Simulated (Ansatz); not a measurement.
All-electron equations of state of elemental crystals

All-electron LAPW (Ansatz 0.2.0), scalar-relativistic, no spin, Fermi–Dirac smearing 0.136 eV, k-meshes of 8 to 18 points an axis; Birch–Murnaghan fits to pressures. Some or most of these lattices are hypothetical for the element, and V0 is the minimum nearest the starting volume; lattices without a usable fit are left out; mesh and smearing are coarse, and magnetic elements are treated as non-magnetic.

| element | lattice | functional | V0 (Å³/atom) | B0 (GPa) | B′ | k-points per axis |
| --- | --- | --- | --- | --- | --- | --- |
| Os | bcc | LDA | 14.16 | 395 | 4.7 | 15 |
| Os | bcc | PBE | 14.79 | 347 | 4.8 | 15 |
| Os | diamond | LDA | 20.50 | 232 | 4.5 | 8 |
| Os | diamond | PBE | 21.46 | 204 | 4.6 | 8 |
| Os | diamond | PBEsol | 20.83 | 222 | 4.6 | 8 |
| Os | fcc | LDA | 13.75 | 438 | 4.7 | 15 |
| Os | fcc | PBE | 14.34 | 387 | 4.8 | 15 |
| Os | fcc | PBEsol | 13.94 | 422 | 4.8 | 15 |
| Os | sc | LDA | 15.96 | 307 | 4.6 | 13 |
| Os | sc | PBEsol | 16.22 | 294 | 4.7 | 13 |

**Question.** Give V0 and B0 for bcc Os in PBEsol.

**Answer.** 14.37 Å³/atom and 379.8 GPa.

**Question.** Give V0 and B0 for sc Os in PBE.

**Answer.** 16.75 Å³/atom and 267.5 GPa.
